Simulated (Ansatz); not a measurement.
# AlP: the cost of one run

Method: DFT HSE06, scalar-relativistic, plane waves, PAW, in Ansatz 0.2.0.

### Step 1. The system as given

Symmetry: F-43m, No. 216, cubic system. Conventional cell: a = 5.348 Å, b = 5.348 Å, c = 5.348 Å, α = 90.00°, β = 90.00°, γ = 90.00°. Around Al (site symmetry -43m) lie 4 P at 2.32 Å. P (site symmetry -43m) has 4 Al at 2.32 Å in its first shell of neighbours.

As a file:

```cif
data_structure
_symmetry_space_group_name_H-M 'P 1'
_symmetry_Int_Tables_number 1
_cell_length_a 3.7815
_cell_length_b 3.7815
_cell_length_c 3.7815
_cell_angle_alpha 60.000
_cell_angle_beta 60.000
_cell_angle_gamma 60.000
_cell_volume 38.24
loop_
_atom_site_label
_atom_site_type_symbol
_atom_site_fract_x
_atom_site_fract_y
_atom_site_fract_z
_atom_site_occupancy
Al1 Al 0.00000 0.00000 0.00000 1
P1 P 0.25000 0.25000 0.25000 1
```

This is a trial structure built by rule; it need not be a known or stable form of this composition.

This is a trial structure, the zincblende prototype, and another one may lie lower.

### Step 2. Seeking zero pressure, try 1

input.yaml reads:

```yaml
crystal:
  lattice:
    - [0.0, 2.6739400367, 2.6739400367]
    - [2.6739400367, 0.0, 2.6739400367]
    - [2.6739400367, 2.6739400367, 0.0]
  atoms:
    - { symbol: Al, position: [0.0, 0.0, 0.0] }
    - { symbol: P, position: [0.25, 0.25, 0.25] }
basis:
  ecutwfc: 420
kpoints:
  mp_grid: { grid: [6, 6, 6] }
hamiltonian:
  xc: hse06
scf:
  occupations: { method: gaussian, width: 0.05 }
output:
  forces: true
  stress: true
  eigenvalues: true
```

The run is started by

```sh
$ ansatz run input.yaml --threads 4 --pin off --max-ram 12288MiB --backend cpu --events-out ev --progress --plain --runs-dir out
```

Q: Estimate wall time and peak memory on 4 threads of Intel Xeon 6975P-C (Granite Rapids), shared host.

About 4.3 s, with a peak of 0.9 GiB.
